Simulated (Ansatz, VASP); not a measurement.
## Cd: VASP beside Ansatz

Contents of INCAR:

```
SYSTEM = Cd
PREC = Accurate
ENCUT = 520
EDIFF = 1E-6
ISMEAR = 0
SIGMA = 0.1
LREAL = .FALSE.
LASPH = .TRUE.
NELM = 100
ALGO = Normal
ISIF = 2
LWAVE = .FALSE.
LCHARG = .FALSE.
GGA = PE
NBANDS = 12
```

KPOINTS

```
Automatic mesh
0
G
  16 16 16
  0 0 0
```

Contents of POSCAR:

```
Cd
1.0
    0.0000000000      2.2185046540      2.2185046540
    2.2185046540      0.0000000000      2.2185046540
    2.2185046540      2.2185046540      0.0000000000
Cd
1
Direct
    0.0000000000      0.0000000000      0.0000000000
```

Input for Ansatz:

```yaml
crystal:
  lattice:
    - [0.0, 2.218504654, 2.218504654]
    - [2.218504654, 0.0, 2.218504654]
    - [2.218504654, 2.218504654, 0.0]
  atoms:
    - { symbol: Cd, position: [0.0, 0.0, 0.0] }
basis:
  ecutwfc: 420
kpoints:
  mp_grid: { grid: [16, 16, 16] }
hamiltonian:
  xc: pbe
scf:
  occupations: { method: gaussian, width: 0.1 }
output:
  forces: true
  stress: true
  eigenvalues: true
  write_density: true
  write_potential: true
  elf: true
  volumetric_format: npy
```

Alike in both runs: task single point; functional PBE; k mesh 16 × 16 × 16; occupations gaussian, width 0.1 eV; no spin polarisation.

```csv
,VASP,Ansatz
version,VASP 6.6.1,Ansatz 0.2.0
potentials or method,"VASP PAW PBE potentials, release 64 (Cd)","scalar-relativistic, plane waves, PAW"
plane-wave cutoff (eV),520,420
valence electrons in the cell,12,20
```

|  | VASP | Ansatz | Ansatz less VASP |
| --- | --- | --- | --- |
| gap on the k mesh at the Fermi level (eV) | none | none | - |
| pressure (GPa) | 2.6 | 2.3 | -0.29 |

A gap of «none» marks a metal or a gap that the smearing closes. The two sets of potentials don't hold the same shells in valence.
